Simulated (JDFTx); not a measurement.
As:

```xyz
2
Lattice="1.8808 1.0859 3.5141 -1.8808 1.0859 3.5141 0.0000 -2.1718 3.5141" Properties=species:S:1:pos:R:3 pbc="T T T"
As    0.0000    0.0000    2.3825
As    0.0000    0.0000    8.1597
```

| Property | Result |
| --- | --- |
| Program | JDFTx 1.7.0 (patched build) |
| Task | relaxation of cell and atoms |
| Functional | r2SCAN |
| Potentials or basis | SG15-PBE-1.2 with smoothed tails |
| Cutoff | 1088 eV |
| Density cutoff | 8708 eV |
| k mesh | 6 × 6 × 6 |
| Occupations | fermi-dirac, width 0.05 eV |
| Spin | no spin polarisation |

At the start: pressure 3.6 GPa; volume 21.53 Å³/atom.

Problem. How do energy, volume and symmetry change on relaxing?

Solution. Over 15 steps the energy falls by 10.8 meV/atom and the volume is 22.68 Å³/atom (+5.3 %); space group R-3m (No. 166, to 0.05 Å).

Step by step:
```csv
step,energy change (eV),largest force (eV/Å),pressure (GPa),volume (Å³)
1,0.0000,0.2648,3.55,43.06
2,-0.0035,0.1956,3.21,43.16
3,-0.0127,0.0065,1.96,43.65
4,-0.0164,0.0442,1.27,44.02
5,-0.0194,0.0864,0.40,44.55
6,-0.0201,0.0953,-0.27,45.03
7,-0.0203,0.0640,-0.53,45.35
8,-0.0212,0.0077,-0.16,45.29
9,-0.0213,0.0067,-0.08,45.23
10,-0.0214,0.0032,0.05,45.16
11,-0.0215,0.0080,0.02,45.19
12,-0.0215,0.0087,0.00,45.22
13,-0.0216,0.0150,0.01,45.28
14,-0.0216,0.0146,-0.02,45.35
15,-0.0216,0.0088,0.00,45.36
```

Final structure:
```xyz
2
Lattice="1.9040 1.0993 3.6119 -1.9040 1.0993 3.6119 0.0000 -2.1985 3.6119" Properties=species:S:1:pos:R:3 pbc="T T T"
As    0.0000    0.0000    2.4431
As    0.0000    0.0000    8.3925
```

Caveat: the k mesh is coarse; meta-GGA forces are noisy on this grid; the potentials were made for another functional, which shifts forces and pressure.
